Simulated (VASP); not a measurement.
# InP (F-43m) in VASP: electric field gradients with PBE

Aim: the electric field gradients of InP with PBE.

Everything below comes from runs of VASP 6.6.1. Logs are shortened: lines on timing, memory, paths and dates and some standing lists are left out, and cuts for length are marked.

**The experiment to reproduce.**

A printed reference work, data compilation reports, for a bulk crystal of InP at 1.6 K: band gap 1.4236 eV (direct).

How close the calculation comes is told below.

### 1 The cell of the first run

It takes space group F-43m (No. 216, cubic). The conventional cell has a = 5.869 Å, b = 5.869 Å, c = 5.869 Å, α = 90.00°, β = 90.00°, γ = 90.00°. Within 3.4 Å of In (site symmetry -43m) lie 4 P at 2.54 Å. P (site symmetry -43m) has 4 In at 2.54 Å within 3.4 Å.

### 2 Electric field gradients, PBE

Contents of INCAR:

```
  PREC = Accurate
  ENCUT = 520
  EDIFF = 1E-8
  ISMEAR = -1
  SIGMA = 0.02
  LREAL = False
  LASPH = True
  NELM = 80
  ALGO = Normal
  ISIF = 2
  LWAVE = False
  LCHARG = False
  GGA = PE
  LEFG = True
  NBANDS = 16
```

Contents of KPOINTS:

```
Automatic mesh
0
Gamma
  13 13 13
```

Contents of POSCAR:

```
InP
1.0
    0.0000000000      2.9343500000      2.9343500000
    2.9343500000      0.0000000000      2.9343500000
    2.9343500000      2.9343500000      0.0000000000
In P
1 1
Direct
    0.0000000000      0.0000000000      0.0000000000
    0.2500000000      0.2500000000      0.2500000000
```

Potentials or basis: VASP PAW PBE potentials, release 64 (In_d, P).

The run is started by

```bash
cat potpaw_PBE.64/In_d/POTCAR potpaw_PBE.64/P/POTCAR > POTCAR
mpirun -np 1 vasp_std > vasp.out
```

OUTCAR:

```text
PREC = Accurate
   ENCUT = 520
   EDIFF = 1E-8
   ISMEAR = -1
   LREAL = False
   LASPH = True
   NELM = 80
   ISIF = 2
   GGA = PE

 ion  position               nearest neighbor table
   1  0.000  0.000  0.000-   2 2.54   2 2.54   2 2.54   2 2.54
   2  0.250  0.250  0.250-   1 2.54   1 2.54   1 2.54   1 2.54

  LATTYP: Found a face centered cubic cell.
 ALAT       =     5.8687000000

  Lattice vectors:

 A1 = (   0.0000000000,   2.9343500000,   2.9343500000)
 A2 = (   2.9343500000,   0.0000000000,   2.9343500000)
 A3 = (   2.9343500000,   2.9343500000,   0.0000000000)

Analysis of symmetry for initial positions (statically):
=====================================================================
 Subroutine PRICEL returns:
 Original cell was already a primitive cell.

 Routine SETGRP: Setting up the symmetry group for a
 face centered cubic supercell.

 Subroutine GETGRP returns: Found 24 space group operations
 (whereof 24 operations were pure point group operations)
 out of a pool of 48 trial point group operations.

The static configuration has the point symmetry T_d .

Analysis of symmetry for dynamics (positions and initial velocities):
=====================================================================
 Subroutine PRICEL returns:
 Original cell was already a primitive cell.

 Routine SETGRP: Setting up the symmetry group for a
 face centered cubic supercell.

 Subroutine GETGRP returns: Found 24 space group operations
 (whereof 24 operations were pure point group operations)
 out of a pool of 48 trial point group operations.

The dynamic configuration has the point symmetry T_d .

 Subroutine INISYM returns: Found 24 space group operations
 (whereof 24 operations are pure point group operations),
 and found     1 'primitive' translations

----------------------------------------------------------------------------------------

                                     Primitive cell

  volume of cell :      50.5319

  direct lattice vectors                    reciprocal lattice vectors
     0.000000000  2.934350000  2.934350000    -0.170395488  0.170395488  0.170395488
     2.934350000  0.000000000  2.934350000     0.170395488 -0.170395488  0.170395488
     2.934350000  2.934350000  0.000000000     0.170395488  0.170395488 -0.170395488

  length of vectors
     4.149797567  4.149797567  4.149797567     0.295133642  0.295133642  0.295133642

  position of ions in fractional coordinates (direct lattice)
     0.000000000  0.000000000  0.000000000
     0.250000000  0.250000000  0.250000000

  ion indices of the primitive-cell ions
   primitive index   ion index
                 1           1
                 2           2

----------------------------------------------------------------------------------------

 KPOINTS: Automatic mesh

Automatic generation of k-mesh.
 Grid dimensions read from file:
 generate k-points for:   13   13   13

 Generating k-lattice:

  Cartesian coordinates                     Fractional coordinates (reciprocal lattice)
    -0.013107345  0.013107345  0.013107345     0.076923077  0.000000000  0.000000000
     0.013107345 -0.013107345  0.013107345     0.000000000  0.076923077  0.000000000
     0.013107345  0.013107345 -0.013107345     0.000000000  0.000000000  0.076923077

  Length of vectors
     0.022702588  0.022702588  0.022702588

  Shift w.r.t. Gamma in fractional coordinates (k-lattice)
     0.000000000  0.000000000  0.000000000

 Subroutine IBZKPT returns following result:
 ===========================================

 Found     84 irreducible k-points:

 Following reciprocal coordinates:
            Coordinates               Weight
  0.000000  0.000000  0.000000      1.000000
  0.076923  0.000000  0.000000      8.000000
  0.153846  0.000000  0.000000      8.000000
  0.230769  0.000000  0.000000      8.000000
  0.307692  0.000000  0.000000      8.000000
  0.384615  0.000000  0.000000      8.000000
[... 16 lines left out ...]
  0.384615  0.153846  0.000000     24.000000
  0.461538  0.153846  0.000000     24.000000
 [... further k-points ...]
   k-points           NKPTS =     84   k-points in BZ     NKDIM =     84   number of bands    NBANDS=     16
   number of dos      NEDOS =    301   number of ions     NIONS =      2
   total plane-waves  NPLWV =  32768
   dimension x,y,z NGX =    32 NGY =   32 NGZ =   32
   dimension x,y,z NGXF=    64 NGYF=   64 NGZF=   64
   ions per type =               1   1
   NGX,Y,Z   is equivalent  to a cutoff of  12.82, 12.82, 12.82 a.u.
   NGXF,Y,Z  is equivalent  to a cutoff of  25.64, 25.64, 25.64 a.u.
 SYSTEM =  unknown system
   PREC   = accura    normal or accurate (medium, high low for compatibility)
   ISTART =      0    job   : 0-new  1-cont  2-samecut
   ICHARG =      2    charge: 1-file 2-atom 10-const
   ISPIN  =      1    spin polarized calculation?
   LNONCOLLINEAR =      F non collinear calculations
   LSORBIT =      F    spin-orbit coupling
   LASPH  =      T    aspherical Exc in radial PAW
   ENCUT  =  520.0 eV  38.22 Ry    6.18 a.u.   7.72  7.72  7.72*2*pi/ulx,y,z
   NELM   =     80;   NELMIN=  2; NELMDL= -5     # of ELM steps
   EDIFF  = 0.1E-07   stopping-criterion for ELM
   LREAL  =      F    real-space projection
   EDIFFG = 0.1E-06   stopping-criterion for IOM
   NSW    =      0    number of steps for IOM
   IBRION =     -1    ionic relax: 0-MD 1-quasi-New 2-CG
   NFREE  =      0    steps in history (QN), initial steepest desc. (CG)
   ISIF   =      2    stress and relaxation
   ISYM   =      2    0-nonsym 1-usesym 2-fastsym
   POTIM  = 0.5000    time-step for ionic-motion
   TEBEG  =    0.0;   TEEND  =   0.0 temperature during run
   PSTRESS=    0.0 pullay stress
   NELECT =      18.0000    total number of electrons
   NUPDOWN=      -1.0000    fix difference up-down
   EMIN   =  10.00;   EMAX   =-10.00  energy-range for DOS
   EFERMI =   0.00;   METHOD = LEGACY
   ISMEAR =    -1;   SIGMA  =   0.02  broadening in eV -4-tet -1-fermi 0-gaus
   EFERMI_NEDOS =   21; number of points for ismear=-14 and -15
   IALGO  =     38    algorithm
   IMIX   =      4    mixing-type and parameters
     AMIX     =   0.40;   BMIX     =  1.00
     AMIX_MAG =   1.60;   BMIX_MAG =  1.00
  volume/ion in A,a.u.               =      25.27       170.50
  Fermi-wavevector in a.u.,A,eV,Ry     =   1.160496  2.193020 18.323668  1.346752
  Thomas-Fermi vector in A             =   2.297078
   LORBIT       =      0    0 simple, 1 ext, 2 COOP (PROOUT), +10 PAW based schemes
   GGA     = PE    functional components
   LHFCALC =     F    Hartree Fock is set to
   AEXX    =    0.0000 exact exchange contribution
   IVDW    =     0    specifies the selected vdW correction
   LEPSILON=     F    determine dielectric tensor
   LRPA    =     F    only Hartree local field effects (RPA)
 non-spin polarized calculation
  energy-cutoff  :      520.00
  volume of cell :       50.53
 maximum number of plane-waves:      1381
   NGX = 15   NGY = 15   NGZ = 15

 number of electron      18.0000006 magnetization

 Free energy of the ion-electron system (eV)
  ---------------------------------------------------
  ext. energy  EPLUGINS =         0.00000000
  ---------------------------------------------------
  free energy    TOTEN  =        -8.38684140 eV

  energy without entropy =       -8.38684140  energy(sigma->0) =       -8.38684140

 E-fermi :   5.5168     XC(G=0):  -9.2658

 val. band max:        5.1447653958   @ k =   0.0000   0.0000   0.0000
 cond. band min:       5.8358841684   @ k =   0.0000   0.0000   0.0000
 fundamental gap:      0.6911187726
 Fermi energy:         5.5168302704

 k-point     1 :       0.0000    0.0000    0.0000
  band No.  band energies     occupation
      1      -9.0316      2.00000
      2      -9.0316      2.00000
      3      -9.0316      2.00000
      4      -8.8814      2.00000
      5      -8.8814      2.00000
      6      -6.3454      2.00000
[... 8 lines left out ...]
     15      14.5885      0.00000
     16      14.5885      0.00000

 k-point     2 :       0.0769    0.0000    0.0000
  band No.  band energies     occupation
      1      -9.0390      2.00000
      2      -9.0287      2.00000
      3      -9.0287      2.00000
      4      -8.8815      2.00000
      5      -8.8815      2.00000
      6      -6.2776      2.00000
[... 8 lines left out ...]
     15      14.2535      0.00000
     16      14.2535      0.00000
[... 387 lines left out ...]
      5      -8.8644      2.00000
      6      -5.0323      2.00000
[... 8 lines left out ...]
     15      15.4086      0.00000
     16      15.5760      0.00000

 k-point    24 :       0.4615    0.1538    0.0000
  band No.  band energies     occupation
      1      -9.1523      2.00000
      2      -8.9868      2.00000
      3      -8.9782      2.00000
      4      -8.8865      2.00000
      5      -8.8641      2.00000
      6      -4.6635      2.00000
[... 8 lines left out ...]
     15      15.8336      0.00000
     16      15.9177      0.00000

 [... further k-points ...]
[... 5 lines left out ...]
  --------------------------------------------------------------------------------------
  -------------------------------------------------------------------------------------
  Total        0.9461675      0.9461675      0.9461675      0.0000000      0.0000000      0.0000000
  in kB       29.9994203     29.9994203     29.9994203      0.0000000      0.0000000      0.0000000
  external PRESSURE =      29.9994203 kB  Pullay stress =       0.0000000 kB

 VOLUME and BASIS-vectors are now :
 -----------------------------------------------------------------------------
  energy-cutoff  :      520.00
  volume of cell :       50.53
      direct lattice vectors                 reciprocal lattice vectors
     0.000000000  2.934350000  2.934350000    -0.170395488  0.170395488  0.170395488
     2.934350000  0.000000000  2.934350000     0.170395488 -0.170395488  0.170395488
     2.934350000  2.934350000  0.000000000     0.170395488  0.170395488 -0.170395488

 POSITION                                       TOTAL-FORCE (eV/Angst)
 -----------------------------------------------------------------------------------
      0.00000      0.00000      0.00000         0.000000      0.000000      0.000000
      1.46717      1.46717      1.46717        -0.000000     -0.000000     -0.000000
 -----------------------------------------------------------------------------------
    total drift:                               -0.000000     -0.000000     -0.000000

  FREE ENERGIE OF THE ION-ELECTRON SYSTEM (eV)
  ---------------------------------------------------
  free  energy   TOTEN  =        -8.3868414038 eV

  energy  without entropy=       -8.3868414038  energy(sigma->0) =       -8.38684140

 Electric field gradients (V/A^2)
---------------------------------------------------------------------
 ion       V_xx      V_yy      V_zz      V_xy      V_xz      V_yz
---------------------------------------------------------------------
   1      -0.000    -0.000     0.000     0.002     0.002     0.002
   2       0.000    -0.000     0.000    -0.000    -0.000    -0.000
---------------------------------------------------------------------

 Electric field gradients after diagonalization (V/A^2)
 (convention: |V_zz| > |V_xx| > |V_yy|)
----------------------------------------------------------------------
 ion       V_xx      V_yy      V_zz     asymmetry (V_yy - V_xx)/ V_zz
----------------------------------------------------------------------
   1      -0.002    -0.002     0.005       0.000
   2       0.000     0.000    -0.001       0.000
----------------------------------------------------------------------

           NMR quadrupolar parameters

 Cq : quadrupolar parameter    Cq=e*Q*V_zz/h
 eta: asymmetry parameters     (V_yy - V_xx)/ V_zz
 Q  : nuclear electric quadrupole moment in mb (millibarn)
----------------------------------------------------------------------
 ion       Cq(MHz)       eta       Q (mb)
----------------------------------------------------------------------
   1       0.000       0.000       1.000
   2      -0.000       0.000       1.000
----------------------------------------------------------------------
```

It took 60 s on 1 thread of Intel Xeon Platinum 8259CL at 2.50GHz (Skylake/Cascade Lake), shared host; peak memory 0.21 GiB.

What came out:

* Free energy: -8.3868 eV
* Pressure: 3.0 GPa
* Band gap on the k mesh: 0.69 eV, direct

Levels at points of the mesh, in eV from the valence-band top:
| k point | band 5 | band 6 | band 7 | band 8 | band 9 | band 10 | band 11 | band 12 | band 13 | band 14 |
| --- | --- | --- | --- | --- | --- | --- | --- | --- | --- | --- |
| (0.00, 0.00, 0.00) | -14.03 | -11.49 | 0.00 | 0.00 | 0.00 | 0.69 | 4.09 | 4.09 | 4.09 | 8.56 |

Caveat: without QUAD_EFG the Cq values of the log hold for a quadrupole moment of 1 mb, not for the nuclei; spin-orbit coupling is left out, which moves the levels of the heavy elements.

### 3 Comparison with measurements

Step 2. Measured gap of InP: 1.4236 eV (direct; 1.6 K; a printed reference work, data compilation). This calculation gives 0.69 eV (-0.73 eV). Spin-orbit coupling on In is left out. The value is that of PBE, without temperature or zero-point motion. Semilocal functionals fall short of measured gaps as a rule.
